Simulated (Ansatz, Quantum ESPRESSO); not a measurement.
**Equation of state of B2 NiAl**

How stiff is B2 NiAl under hydrostatic load? Each row scales the relaxed cell evenly and relaxes the atoms. The phase is followed to these pressures whether or not it stays the stable one.

Calculated with Ansatz 0.2.0, PBEsol, PAW files of the set soft_1, cutoff 600 eV, Fermi–Dirac smearing 0.05 eV, k-mesh 15×15×15, no spin polarisation, no spin-orbit coupling.

Reference cell, relaxed at zero pressure with PBEsol (Pm-3m): a = 2.8620 Å, b = 2.8620 Å, c = 2.8620 Å, α = 90.00°, β = 90.00°, γ = 90.00°.

```
atom       x       y       z
  Ni  0.5000  0.5000  0.5000
  Al  0.0000  0.0000  0.0000
```

| V (Å³/atom) | V/V0 | P (GPa) | E − E0 (meV/atom) |
| --- | --- | --- | --- |
| 11.0176 | 0.9400 | 12.209 | 25.4 |
| 11.2520 | 0.9600 | 7.699 | 10.9 |
| 11.4865 | 0.9800 | 3.645 | 2.6 |
| 12.1897 | 1.0400 | −6.225 | 9.4 |
| 12.4241 | 1.0600 | −8.874 | 20.5 |

V0 = 11.7209 Å³ an atom, where the residual pressure P0 is 0.000 GPa. **Question.** Fit the Birch–Murnaghan law and give the pressure and the energy at V = 11.9553 Å³ an atom, a row left out above.

With the Eulerian strain f = ½[(V0/V)^(2/3) − 1] and F = (P − P0)/[3f(1 + 2f)^(5/2)], the third-order law is the line F = B0 + (3/2) B0 (B′ − 4) f.

```
       f  F (GPa)
 0.02106   174.32
 0.01380   173.78
 0.00678   173.29
−0.01290   171.68
−0.01905   171.12
```

A straight line through the 5 rows: the means are 0.001938 for f and 172.84 for F, Σ(Δx)² = 0.00119 and ΣΔxΔy = 0.09494, so the slope is 0.09494/0.00119 = 79.751 and the intercept 172.84 − (79.751)(0.001938) = 172.68.

Hence B0 = 172.7 GPa and B′ = 4 + (79.8)/(1.5 × 172.7) = 4.31. For the withheld volume f = −0.00656, F = 172.16 GPa and P = −3.28 GPa. The run itself gives −3.28 GPa, so the estimate misses by 0.00 GPa, a rounding's worth.

Integrating the same law gives E − E0 = (9/2) B0 V0 f²[1 + (B′ − 4) f] + P0(V0 − V), with 1 GPa Å³ = 6.2415 meV: 2.4 meV an atom. The run itself gives 2.4 meV, so the estimate misses by 0.0 meV, a rounding's worth.

The same fit over all rows at other levels or in other programs gives B0 = 173 GPa with PBEsol (Quantum ESPRESSO, GBRV).

[Logs are printed without paths, hosts, clocks, repeated set-up lines and the standing remarks that a program may print on its own settings, such as how far it seeks lower states.]
